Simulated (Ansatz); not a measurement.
**All-electron equations of state of elemental crystals**

All-electron LAPW (Ansatz 0.2.0), scalar-relativistic, no spin, Fermi–Dirac smearing 0.136 eV, k-meshes of 8 to 18 points an axis; Birch–Murnaghan fits to pressures. Some or most of these lattices are hypothetical for the element, and V0 is the minimum nearest the starting volume; lattices without a usable fit are left out; mesh and smearing are coarse, and magnetic elements are treated as non-magnetic.

```csv
element,lattice,functional,V0 (Å³/atom),B0 (GPa),B′,k-points per axis
Sn,bcc,LDA,25.45,59,4.8,12
Sn,bcc,PBE,27.63,47,4.7,12
Sn,bcc,PBEsol,26.10,55,4.8,12
Sn,diamond,LDA,33.99,44,4.9,8
Sn,diamond,PBE,36.95,35,4.9,8
Sn,diamond,PBEsol,35.05,41,4.9,8
Sn,fcc,LDA,25.83,59,4.9,12
Sn,fcc,PBE,28.00,46,5.0,12
Sn,sc,LDA,27.23,57,4.8,11
Sn,sc,PBEsol,27.99,53,4.8,11
```

Question: Give V0 and B0 for fcc Sn in PBEsol.

Answer: 26.49 Å³/atom and 55.2 GPa.

Question: Give V0 and B0 for sc Sn in PBE.

Answer: 29.58 Å³/atom and 45.2 GPa.
